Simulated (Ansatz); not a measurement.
# LiCl (I4/mcm) at 2 levels of theory

One geometry, relaxed with PBE; plane waves with PAW potentials in Ansatz, scalar-relativistic. No spin polarisation. Gaps are the least over mesh and band path; pressure is positive in compression.

```cif
data_structure
_symmetry_space_group_name_H-M 'P 1'
_symmetry_Int_Tables_number 1
_cell_length_a 8.3395
_cell_length_b 8.3395
_cell_length_c 5.1870
_cell_angle_alpha 90.000
_cell_angle_beta 90.000
_cell_angle_gamma 90.000
_cell_volume 360.74
loop_
_atom_site_label
_atom_site_type_symbol
_atom_site_fract_x
_atom_site_fract_y
_atom_site_fract_z
_atom_site_occupancy
Li1 Li 0.64247 0.64212 0.00000 1
Li2 Li 0.85788 0.85753 0.50000 1
Li3 Li 0.35753 0.35788 0.00000 1
Li4 Li 0.14212 0.14247 0.50000 1
Li5 Li 0.64212 0.35753 0.50000 1
Li6 Li 0.85753 0.14212 0.00000 1
Li7 Li 0.35788 0.64247 0.50000 1
Li8 Li 0.14247 0.85788 0.00000 1
Cl1 Cl 0.15171 0.84867 0.50000 1
Cl2 Cl 0.34867 0.65171 0.00000 1
Cl3 Cl 0.84829 0.15133 0.50000 1
Cl4 Cl 0.65133 0.34829 0.00000 1
Cl5 Cl 0.15133 0.15171 0.00000 1
Cl6 Cl 0.34829 0.34867 0.50000 1
Cl7 Cl 0.84867 0.84829 0.00000 1
Cl8 Cl 0.65171 0.65133 0.50000 1
```

| level | cutoff (eV) | k mesh | gap (eV) | pressure (GPa) |
| --- | --- | --- | --- | --- |
| PBE | 420 | 4×4×6 | 5.42 | 0.0 |

**Question.** What comes out on the same cell with LDA?

**Answer.**
```json
{"level": "LDA", "cutoff (eV)": "420", "k mesh": "4×4×6", "gap (eV)": "5.11", "pressure (GPa)": "-2.3"}
```

The structure comes from a generated guess; another structure or a mixture of phases may lie lower.
